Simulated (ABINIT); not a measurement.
Runs of ABINIT 10.8.3 (patched build) on Ni. The structure is cubic, space group Im-3m (No. 229). Conventional cell: a = 2.767 Å, b = 2.767 Å, c = 2.767 Å, α = 90.00°, β = 90.00°, γ = 90.00°. Around Ni (site symmetry m-3m) lie 8 Ni at 2.40 Å. This isn't the form of Ni at room conditions, which is fcc.

```csv
level,potentials or basis,k mesh,cutoff (eV),most SCF steps,thinning of the exchange mesh (fockdownsampling),fine-grid cutoff,mesh quality,gap on the mesh (eV),pressure (GPa),moment (μB)
PBE0,SG15 NC PBE v1.2,6 × 6 × 6,816,60,2 × 2 × 2,-,coarse,none,-,0.63
PBE0,SPMS NC PBE v1.0,6 × 6 × 6,816,60,2 × 2 × 2,-,coarse,none,-,0.63
PW91,JTH PAW PBE v2.0,13 × 13 × 13,1333,-,-,2000.04 eV,not flagged,none,8.0,0.57
AM05,JTH PAW PBE v2.0,13 × 13 × 13,1333,-,-,2000.04 eV,not flagged,none,(a),0.59
RPBE,JTH PAW PBE v2.0,13 × 13 × 13,1333,-,-,2000.04 eV,not flagged,none,(b),0.59
BLYP,JTH PAW PBE v2.0,13 × 13 × 13,1333,-,-,2000.04 eV,not flagged,none,18.4,0.55
PBEsol,JTH PAW PBE v2.0,13 × 13 × 13,1333,-,-,2000.04 eV,not flagged,none,-1.9,0.59
LDA,JTH PAW PBE v2.0,13 × 13 × 13,1333,-,-,2000.04 eV,not flagged,none,-9.6,0.55
```

Alike in all rows: task single point; spin collinear, ferromagnetic start; cell as given; smearing fermi-dirac 0.05 eV.

Task: Estimate the missing entries.

Result: (a) -2.7; (b) 14.0.

Caveats: some runs use coarse meshes; the PAW data sets were made with another functional, which shifts forces and pressure a little (some runs); exact exchange is summed on a coarse mesh, which widens gaps by tenths of an eV (some runs); the potentials were made for another functional, which shifts forces and pressure (some runs).

A gap of «none» marks a metal or a gap under the smearing width.

Runs at the PBE level aren't shown here.
